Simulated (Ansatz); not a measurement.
Se: deformation potentials from a series

```yaml
crystal:
  lattice:
    - [5.68100, 3.27993, 1.47633]
    - [-5.68100, 3.27993, 1.47633]
    - [0.00000, -6.55985, 1.47633]
  atoms:
    - { symbol: Se, position: [0.28066, 0.16251, 0.91818] }
    - { symbol: Se, position: [0.91818, 0.28066, 0.16251] }
    - { symbol: Se, position: [0.16251, 0.91818, 0.28066] }
    - { symbol: Se, position: [0.71934, 0.83749, 0.08182] }
    - { symbol: Se, position: [0.08182, 0.71934, 0.83749] }
    - { symbol: Se, position: [0.83749, 0.08182, 0.71934] }
```

Atom numbers follow the list: Se1, Se2, Se3, Se4, Se5, Se6.

The cell is COD entry 9013138, as deposited and not checked against the literature; nothing was relaxed.

All numbers below come from DFT, PBE, all-electron LAPW, scalar-relativistic in Ansatz 0.2.0.

Numerical set-up: a Γ-centred 6×6×6 k mesh, Fermi–Dirac smearing of 0.01 eV, basis error target 1 meV/atom, no spin polarisation.

The strain is applied along the Cartesian axes of the cell as listed (the other components stay zero). Fractional coordinates are held (clamped ions).

The valence-band top of this crystal doesn't lie at Γ but 0.69 eV above the top filled level there.

Only quantities that a quadratic follows smoothly over the whole series are listed; rougher ones are left out.

```
    εzz  direct gap at Γ (eV)
-0.0300                 2.413
-0.0200                 2.425
 0.0000                 2.446
 0.0100                 2.455
 0.0200                 2.462
 0.0300                 2.469
```

(1) Fit the series and give the slopes at zero strain.

(2) One run, at εzz = -0.0100, is withheld. Predict its row.

Results:

(1) Least-squares fits y = p0 + p1 x + p2 x² to the rows give direct gap at Γ (eV): p1 = 0.932, p2 = -5.6.

(2) The fits give 2.436; the run gave 2.436.
